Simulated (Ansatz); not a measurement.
# The gap of LiBr (Fm-3m): a ladder of methods and an error budget, part 2 of 2

Aim: a best estimate of the quasiparticle gap of LiBr (Fm-3m), with each correction and its cost laid out.

Ansatz 0.2.0; density functionals, hybrids, G0W0, plane waves, PAW. Known limits of the many-body steps: not at the basis limit; no spin-orbit coupling; coarse k mesh.

So far. Step 12 (G0W0@PBE, 4×4×4 mesh, 124 empty bands, screening to 120 …): Against the run with 6×6×6 mesh, 124 empty bands, screening to 120 eV, PAW set soft_1 files, the gap moves by −0.006 eV. Step 13 (G0W0@HSE06, 6×6×6 mesh, 124 empty bands, screening to …): Against the run with 6×6×6 mesh, 124 empty bands, screening to 120 eV, PAW set soft_1 files on PBE, the gap moves by +0.55 eV, while the start moved by +1.21 eV.

In doubt: masses and optical values from hybrid runs of this build are listed as unsure (steps 13, 16), which bears on the screening that GW takes from such a start.

## Step 14: G0W0@PBE, 6×6×6 mesh, 124 empty bands, screening to 120 eV, plasmon pole, PAW set soft_1 files

A plasmon pole stands in for the full frequency dependence of the screening; this run shows what that costs in accuracy.

This step: G0W0 on PBE, plane waves, PAW; PAW set soft_1.

input.yaml

```yaml
crystal:
  lattice:
    - [0.0, 2.75065, 2.75065]
    - [2.75065, 0.0, 2.75065]
    - [2.75065, 2.75065, 0.0]
  atoms:
    - { symbol: Li, position: [0.0, 0.0, 0.0] }
    - { symbol: Br, position: [0.5, 0.5, 0.5] }
kpoints:
  mp_grid: { grid: [6, 6, 6] }
hamiltonian:
  xc: pbe
  pseudopotentials: { kind: paw, azcp: { folder: soft_1 } }
scf:
  occupations: { method: fixed }
gw:
  n_empty_bands: 124
  ecut_chi: 120
  qp_bands: [v2, c2]
  qp_kpoints: band_edges
  screening: { model: godby_needs }
```

Command:

```sh
ansatz run input.yaml --threads 24 --pin off --max-ram 82944MiB --backend cuda --events-out ev --progress --plain --runs-dir out --devices 1 --max-vram 78GiB
```

Elapsed: 3.9 s, on 1 × NVIDIA GB200 (shared by 2 runs) with 24 threads of Arm Neoverse V2, shared host; peak memory 1.2 GiB; 21 s of CPU time.

This step gave:

| Property | Result |
| --- | --- |
| bands summed | 129 |
| plasmon-pole fit frequency | 18.20 eV |
| RPA ε∞ on this mesh (eigenvalues) | 3.164, 3.164, 3.164 |
| plane waves in the screening matrix | 137 |
| G0W0 gap on the mesh | 7.040 eV |
| k of the valence top | 0, 0, 0 |
| k of the conduction bottom | 0, 0, 0 |
| starting gap on the mesh | 4.939 eV |
| least direct G0W0 gap on the computed points | 7.040 eV |

Against the run with 6×6×6 mesh, 124 empty bands, screening to 120 eV, PAW set soft_1 files, the gap moves by −0.03 eV.

## Step 15: G0W0@PBE, 6×6×6 mesh, 124 empty bands, screening to 120 eV, hard PAW files

Other atomic data (hard PAW) test the pseudisation: the cutoff goes from 420 to 780 eV and the valence electrons from 10 to 20, which opens shells that were frozen.

This step: G0W0 on PBE, plane waves, PAW.

input.yaml, the sections that differ from step 14:

```yaml
hamiltonian:
  xc: pbe
  pseudopotentials: { kind: paw, source: ansatz }
gw:
  n_empty_bands: 124
  ecut_chi: 120
  qp_bands: [v2, c2]
  qp_kpoints: band_edges
  screening: { model: contour_deformation }
# crystal, kpoints, scf: as in step 14
```

Wall time 4.6 s (1 × NVIDIA GB200 (shared by 2 runs) with 24 threads); peak memory 1.2 GiB.

Numbers from this step:

| Property | Result |
| --- | --- |
| bands summed | 134 |
| RPA ε∞ on this mesh (eigenvalues) | 3.165, 3.165, 3.165 |
| plane waves in the screening matrix | 137 |
| G0W0 gap on the mesh | 7.079 eV |
| k of the valence top | 0, 0, 0 |
| k of the conduction bottom | 0, 0, 0 |
| starting gap on the mesh | 4.936 eV |
| least direct G0W0 gap on the computed points | 7.079 eV |

Against the run with 6×6×6 mesh, 124 empty bands, screening to 120 eV, PAW set soft_1 files, the gap moves by +0.010 eV.

## Step 16: G0W0@PBE0, 6×6×6 mesh, 124 empty bands, screening to 120 eV, PAW set soft_1 files

This step: G0W0 on PBE0, plane waves, PAW; PAW set soft_1.

Edit input.yaml of step 15 so:

```diff
@@ -11,4 +11,4 @@
 hamiltonian:
-  xc: pbe
-  pseudopotentials: { kind: paw, source: ansatz }
+  xc: pbe0
+  pseudopotentials: { kind: paw, azcp: { folder: soft_1 } }
 scf:
```

Elapsed: 8 s, on 1 × NVIDIA GB200 (shared by 2 runs) with 24 threads; peak memory 1.3 GiB.

Numbers from this step:

| Property | Result |
| --- | --- |
| bands summed | 129 |
| RPA ε∞ on this mesh (eigenvalues) | 2.688, 2.688, 2.688 |
| plane waves in the screening matrix | 137 |
| G0W0 gap on the mesh | 7.826 eV |
| k of the valence top | 0, 0, 0 |
| k of the conduction bottom | 0, 0, 0 |
| starting gap on the mesh | 6.842 eV |
| least direct G0W0 gap on the computed points | 7.826 eV |

Against the run with 6×6×6 mesh, 124 empty bands, screening to 120 eV, PAW set soft_1 files on HSE06, the gap moves by +0.20 eV, while the start moved by +0.69 eV.

## Step 17: The ladder

Times are wall times on 1 × NVIDIA GB200 (shared by 2 runs) with 24 threads of Arm Neoverse V2, shared host, good to a factor of about two. G0W0 rows are gaps on the mesh, lowered by the amount that the mesh misses the start's edges, a rough step that assumes the same correction there.

```csv
level,gap (eV),least direct gap (eV),time
PBE,4.93,4.94,2.1 s
LDA,4.64,4.64,1.9 s
PBE+SOC,4.76,4.76,2.8 s
HSE06,6.15,6.16,4.2 s
PBE0,6.85,6.85,3.1 s
DDH-PBE0,7.18,7.18,4.7 s
G0W0@PBE (43 empty bands),6.81,-,3.1 s
G0W0@PBE (124 empty bands),7.06,-,3.7 s
G0W0@PBE (267 empty bands),7.19,-,7.9 s
"G0W0@PBE (124 empty bands, 4×4×4)",7.06,-,1.9 s
G0W0@HSE06 (124 empty bands),7.62,-,9.9 s
"G0W0@PBE (124 empty bands, plasmon pole)",7.03,-,3.9 s
"G0W0@PBE (124 empty bands, hard PAW)",7.07,-,4.6 s
G0W0@PBE0 (124 empty bands),7.83,-,8 s
```

## Step 18: Adding up the best estimate

```csv
term,eV,running total (eV)
"G0W0 on the mesh, top rung",7.200,7.200
"to the limit, by a line in one over the bands through the two top rungs",+0.118,7.317
band edges off the mesh,−0.005,7.312
"spin-orbit change, from PBE",−0.171,7.141
```

Changes that are not added in, each against a run with equal bands and cutoff:

```csv
change,eV
the coarser 4×4×4 mesh (change of the correction alone),−0.003
start HSE06,+0.55
plasmon pole in place of full frequency,−0.03
hard PAW files,+0.01
start PBE0,+0.76
```

## Step 19: Outcome

```
PBE gap                                        : 4.93 eV, indirect (only 6 meV under the direct gap)
HSE06                                          : 6.15 eV
PBE0                                           : 6.85 eV
DDH-PBE0                                       : 7.18 eV
G0W0, top rung on the mesh                     : 7.20 eV
best estimate, G0W0@PBE with spin-orbit change : 7.14 eV
GW settings of the top rung                    : 6×6×6 mesh, 267 empty bands, screening to 200 eV, PAW set soft_1 files
known limits                                   : one-shot GW, static lattice
```

In words: The best estimate for G0W0@PBE is 7.14 eV, direct by PBE+SOC, against 4.76 eV at the start (both with spin-orbit coupling). The pair of rungs below gives a limit −0.10 eV away. Of the changes left open the largest, +0.76 eV, comes from starting at PBE0. Among the functionals DDH-PBE0 comes nearest: −0.13 eV from the estimate without its spin-orbit term (7.31 eV). The RPA ε∞ on the GW mesh averages 3.2 against 3.4 from perturbation theory, which takes a denser mesh of its own and holds the xc response as well. The coupling also moves a band edge to another k point, so its change of the gap does not carry over to G0W0 exactly. All runs took 65 s, 66 % of it in G0W0.

[Paths, hosts, dates, memory and timing lines, banners, echoed tables and standing remarks are left out of the program output.]

[Logs are printed without paths, hosts, clocks, repeated set-up lines and the standing remarks that a program may print on its own settings, such as how far it seeks lower states.]

[Runs of the session that timed out or met a known fault of the program may be left out.]

[Cells called generated may have been cut or substituted from an entry of the Crystallography Open Database or the Materials Project.]

[Hosts, paths, dates, database ids (printed as entryN), source tags and the programs' standing remarks are cut or masked in the printed files.]
